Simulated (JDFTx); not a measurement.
Wanted: the native input for a JDFTx 1.7.0 (patched build) run.

* Task: band structure
* Functional: PBE
* Potentials or basis: PseudoDojo-SR-PBE-0.5-standard
* Cutoff: 1116 eV
* Density cutoff: 8925 eV
* k mesh: 8 × 8 × 8
* Occupations: fermi-dirac, width 0.05 eV
* Spin: no spin polarisation
* Band ratio of the Davidson solver: 1.3
* Bands: 19
* Density cutoff over wavefunction cutoff: 8
* Max SCF steps: 30
* SCF threshold on the energy: 1e-06 Ha
* Solver of the electrons: minimize
* Further solve for the empty bands: no
* Start: density of an earlier self-consistent run, held fixed
* Path: G-X-W-K-G-L-U-W-L-K-U-X

Crystal: AgBr.

```
CELL_PARAMETERS angstrom
0.00000 2.87015 2.87015
2.87015 0.00000 2.87015
2.87015 2.87015 0.00000
ATOMIC_POSITIONS crystal
Ag 0.00000 0.00000 0.00000
Br 0.50000 0.50000 0.50000
```

These files were run (other wordings do the same):

bands.in

```
lattice \
    0.0000000000     2.8701500000     2.8701500000 \
    2.8701500000     0.0000000000     2.8701500000 \
    2.8701500000     2.8701500000     0.0000000000
latt-scale 1.889726124626 1.889726124626 1.889726124626
coords-type Lattice
ion Ag     0.0000000000     0.0000000000     0.0000000000 1
ion Br     0.5000000000     0.5000000000     0.5000000000 1

ion-species pseudo/Ag.upf
ion-species pseudo/Br.upf
elec-cutoff 41 328
elec-ex-corr gga-PBE
elec-smearing Fermi 0.0018374661
elec-n-bands 19
electronic-minimize nIterations 30 energyDiffThreshold 1e-06
davidson-band-ratio 1.3
forces-output-coords Cartesian
include path.kpoints
symmetries none
fix-electron-density run.$VAR

dump-name bands.$VAR
dump End Ecomponents EigStats BandEigs Kpoints Forces
```

path.kpoints

```
kpoint +0.0000000000 +0.0000000000 +0.0000000000 0.020000000000
kpoint +0.0714285714 +0.0000000000 +0.0714285714 0.020000000000
kpoint +0.1428571429 +0.0000000000 +0.1428571429 0.020000000000
kpoint +0.2142857143 +0.0000000000 +0.2142857143 0.020000000000
kpoint +0.2857142857 +0.0000000000 +0.2857142857 0.020000000000
kpoint +0.3571428571 +0.0000000000 +0.3571428571 0.020000000000
kpoint +0.4285714286 +0.0000000000 +0.4285714286 0.020000000000
kpoint +0.5000000000 +0.0000000000 +0.5000000000 0.020000000000
kpoint +0.5000000000 +0.0833333333 +0.5833333333 0.020000000000
kpoint +0.5000000000 +0.1666666667 +0.6666666667 0.020000000000
kpoint +0.5000000000 +0.2500000000 +0.7500000000 0.020000000000
kpoint +0.4375000000 +0.3125000000 +0.7500000000 0.020000000000
kpoint +0.3750000000 +0.3750000000 +0.7500000000 0.020000000000
kpoint +0.3281250000 +0.3281250000 +0.6562500000 0.020000000000
kpoint +0.2812500000 +0.2812500000 +0.5625000000 0.020000000000
kpoint +0.2343750000 +0.2343750000 +0.4687500000 0.020000000000
kpoint +0.1875000000 +0.1875000000 +0.3750000000 0.020000000000
kpoint +0.1406250000 +0.1406250000 +0.2812500000 0.020000000000
kpoint +0.0937500000 +0.0937500000 +0.1875000000 0.020000000000
kpoint +0.0468750000 +0.0468750000 +0.0937500000 0.020000000000
kpoint +0.0000000000 +0.0000000000 +0.0000000000 0.020000000000
kpoint +0.0833333333 +0.0833333333 +0.0833333333 0.020000000000
kpoint +0.1666666667 +0.1666666667 +0.1666666667 0.020000000000
kpoint +0.2500000000 +0.2500000000 +0.2500000000 0.020000000000
kpoint +0.3333333333 +0.3333333333 +0.3333333333 0.020000000000
kpoint +0.4166666667 +0.4166666667 +0.4166666667 0.020000000000
kpoint +0.5000000000 +0.5000000000 +0.5000000000 0.020000000000
kpoint +0.5250000000 +0.4500000000 +0.5250000000 0.020000000000
kpoint +0.5500000000 +0.4000000000 +0.5500000000 0.020000000000
kpoint +0.5750000000 +0.3500000000 +0.5750000000 0.020000000000
kpoint +0.6000000000 +0.3000000000 +0.6000000000 0.020000000000
kpoint +0.6250000000 +0.2500000000 +0.6250000000 0.020000000000
kpoint +0.5625000000 +0.2500000000 +0.6875000000 0.020000000000
kpoint +0.5000000000 +0.2500000000 +0.7500000000 0.020000000000
kpoint +0.5000000000 +0.2916666667 +0.7083333333 0.020000000000
kpoint +0.5000000000 +0.3333333333 +0.6666666667 0.020000000000
kpoint +0.5000000000 +0.3750000000 +0.6250000000 0.020000000000
kpoint +0.5000000000 +0.4166666667 +0.5833333333 0.020000000000
kpoint +0.5000000000 +0.4583333333 +0.5416666667 0.020000000000
kpoint +0.5000000000 +0.5000000000 +0.5000000000 0.020000000000
kpoint +0.4791666667 +0.4791666667 +0.5416666667 0.020000000000
kpoint +0.4583333333 +0.4583333333 +0.5833333333 0.020000000000
kpoint +0.4375000000 +0.4375000000 +0.6250000000 0.020000000000
kpoint +0.4166666667 +0.4166666667 +0.6666666667 0.020000000000
kpoint +0.3958333333 +0.3958333333 +0.7083333333 0.020000000000
kpoint +0.3750000000 +0.3750000000 +0.7500000000 0.020000000000
kpoint +0.6250000000 +0.2500000000 +0.6250000000 0.020000000000
kpoint +0.5833333333 +0.1666666667 +0.5833333333 0.020000000000
kpoint +0.5416666667 +0.0833333333 +0.5416666667 0.020000000000
kpoint +0.5000000000 +0.0000000000 +0.5000000000 0.020000000000
```

Potentials or basis: PseudoDojo-SR-PBE-0.5-standard.

Launch:

```console
$ jdftx -c 1 -i bands.in -o bands.out
```

It gave:

```json
{
 "Band gap along the path": "0.67 eV, indirect (least direct gap 2.60 eV)"
}
```

It took 48 s on 1 thread of Arm Neoverse V1, with other jobs on the host, peak memory 0.14 GiB.
